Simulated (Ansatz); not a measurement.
Computed with DFT PBE, scalar-relativistic, plane waves, PAW (Ansatz). All cells share a 420 eV cutoff and Γ-centred k meshes spaced at most about 0.3 Å⁻¹ (about 0.25 or finer for metals, 2π included). No spin polarisation in the final relaxations.

All energies are static (0 K, no zero-point motion). All come from trial cells, and lower structures may exist.

Task: Which of these relaxed structures of B is the lowest in energy?
1.

```
B
1.0
     1.55424   -2.58776    0.00000
     1.55424    2.58776    0.00000
     0.00000    0.00000    5.90819
B
6
Direct
  0.50000 0.50000 0.25000
  0.50000 0.50000 0.75000
  0.33387 0.16993 0.00000
  0.66613 0.83007 0.00000
  0.16993 0.33387 0.50000
  0.83007 0.66613 0.50000
```

2.

```
B
1.0
     5.54618    0.00000    0.00000
    -2.77309    4.80313    0.00000
     0.00000    0.00000    2.89179
B
9
Direct
  0.68132 0.51112 0.97371
  0.48888 0.17020 0.64038
  0.82980 0.31868 0.30705
  0.51112 0.68132 0.02629
  0.17020 0.48888 0.35962
  0.31868 0.82980 0.69295
  0.54306 0.00000 0.16667
  0.00000 0.54306 0.83333
  0.45694 0.45694 0.50000
```

3.

```
B
1.0
     1.75342   -2.30557    0.00000
     1.75342    2.30557    0.00000
    -0.83634    0.00000    5.30871
B
6
Direct
  0.67543 0.28329 0.88702
  0.50849 0.10304 0.19870
  0.28329 0.67543 0.88702
  0.04793 0.04793 0.38141
  0.13170 0.13170 0.69717
  0.10304 0.50849 0.19870
```

4.

```
B
1.0
    -1.56525    1.56525    2.71208
     1.56525   -1.56525    2.71208
     1.56525    1.56525   -2.71208
B
3
Direct
  0.34516 0.34516 0.00000
  0.75000 0.25000 0.50000
  0.65484 0.65484 0.00000
```

Result: 3. It has space group Cm (No. 8); the next, 1, with space group Cccm (No. 66), lies 209 meV/atom higher. Counting all near atoms (those within 1.25 times the shortest such distance or 1.15 times the sum of covalent radii; a slash parts the counts of unlike sites), the lowest has B 5/7 and the next has B 4/5.

Cells relaxed within their symmetry can be saddle points. The Cm cell of B came from shaking the I-4m2 one. The part of the Crystallography Open Database at hand lists B in space groups No. 58, 134, 166; no cell shown has one of them. Some candidate types were left out of the draw beforehand, so a known form may be missing.
